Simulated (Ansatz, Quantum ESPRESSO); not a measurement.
# SnTe: 5 runs at one level of theory

```
CELL_PARAMETERS angstrom
0.00000 3.15085 3.15085
3.15085 0.00000 3.15085
3.15085 3.15085 0.00000
ATOMIC_POSITIONS crystal
Te 0.50000 0.50000 0.50000
Sn 0.00000 0.00000 0.00000
```

Alike in all runs: task single point; functional PBE; k mesh 4 × 4 × 4; occupations fermi-dirac, width 0.05 eV; no spin polarisation; no spin-orbit coupling. Pressure is positive in compression and, in plane waves, holds the error of the finite cutoff, which Ansatz's Pulay term estimates and takes out.

```json
{"program and potentials": "Quantum ESPRESSO, Ansatz NC SR PBE", "plane-wave cutoff (eV)": "1116", "notes": "15 valence electrons an atom on average", "band gap (eV)": "0.10", "pressure (GPa)": "-"}
{"program and potentials": "Quantum ESPRESSO, PseudoDojo 0.4.1 SR PBE standard", "plane-wave cutoff (eV)": "1088", "notes": "15 valence electrons an atom on average", "band gap (eV)": "0.10", "pressure (GPa)": "-"}
{"program and potentials": "Quantum ESPRESSO, SG15 PBE 1.2", "plane-wave cutoff (eV)": "952", "notes": "15 valence electrons an atom on average", "band gap (eV)": "-", "pressure (GPa)": "1.85"}
{"program and potentials": "Quantum ESPRESSO, PseudoDojo 0.4 SR PBE stringent", "plane-wave cutoff (eV)": "1388", "notes": "23 valence electrons an atom on average", "band gap (eV)": "0.09", "pressure (GPa)": "-"}
{"program and potentials": "Ansatz, PAW datasets made for the crystal", "plane-wave cutoff (eV)": "240", "notes": "10 valence electrons an atom on average", "band gap (eV)": "-", "pressure (GPa)": "1.80"}
```

The band gap spans 0.09 (Quantum ESPRESSO, PseudoDojo 0.4 SR PBE stringent) to 0.10 eV (Quantum ESPRESSO, PseudoDojo 0.4.1 SR PBE standard). The pressure spans 1.80 (Ansatz, PAW datasets made for the crystal) to 1.85 GPa (Quantum ESPRESSO, SG15 PBE 1.2). Spin-orbit coupling, left out here, moves the band edges of heavy atoms. The k mesh is coarse, so the values compare programs but aren't converged.

Differences between rows come from potentials, basis sets and numerical settings, since the functional is the same but for its coding. Runs on potential files found faulty are left out.

The three gaps agree almost exactly, and the two pressures nearly so, which suggests that the choice of potential matters little for either quantity at this geometry. Going from 15 to 23 valence electrons an atom barely moves the gap, as expected if the added inner shells take little part in bonding.

The narrow gap follows from the bonding in rock-salt SnTe. The filled Sn s states mix with Te p and push the top of the valence band up at the L point, close to conduction states of mainly Sn p character. Small changes in volume or in relativistic treatment can therefore reorder the band edges.

The positive pressure means that PBE would expand this cell, in line with the functional's usual underbinding of heavy-element compounds; it needn't signal any structural instability. The size of the gap alone doesn't reveal the orbital order at L, so these values neither confirm nor contradict the inverted bands that make SnTe a topological crystalline insulator.
